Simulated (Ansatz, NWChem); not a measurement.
# C3H6O (acetone): the vertical ionisation energy from total energies

The species is C3H6O (10 atoms), meant as a singlet with charge 0. SMILES: `CC(C)=O`. The shape is that of a PBE0-D4/def2-TZVP optimisation.

Both states at this one shape; open shells run unrestricted unless said. 1 Eh = 27.2114 eV.

```tsv
level	program	singlet C3H6O (Eh)	doublet C3H6O+ (Eh)
HF/STO-3G	Ansatz	-189.533170	-189.310756
PBE0/DGauss-DZVP	NWChem	-192.945383	-192.591256
PBE0/SBKJC-VDZ (core potential)	NWChem	-36.437396	-36.087846
MP2/cc-pVDZ, 4 core orbitals frozen	Ansatz	-192.576013	-192.216134
```

Problem. Work out the vertical ionisation energy at each level.

Solution. 
1. HF/STO-3G: -189.310756 − (-189.533170) = 0.222414 Eh = 6.05 eV.
2. PBE0/DGauss-DZVP: -192.591256 − (-192.945383) = 0.354127 Eh = 9.64 eV.
3. PBE0/SBKJC-VDZ (core potential): -36.087846 − (-36.437396) = 0.349550 Eh = 9.51 eV.
4. MP2/cc-pVDZ: -192.216134 − (-192.576013) = 0.359879 Eh = 9.79 eV.

No measured value is set beside it here; the levels span 6.05 to 9.79 eV. Hartree–Fock favours the state with fewer electron pairs, since it lacks pair correlation. Minimal sets are far from the basis-set limit.
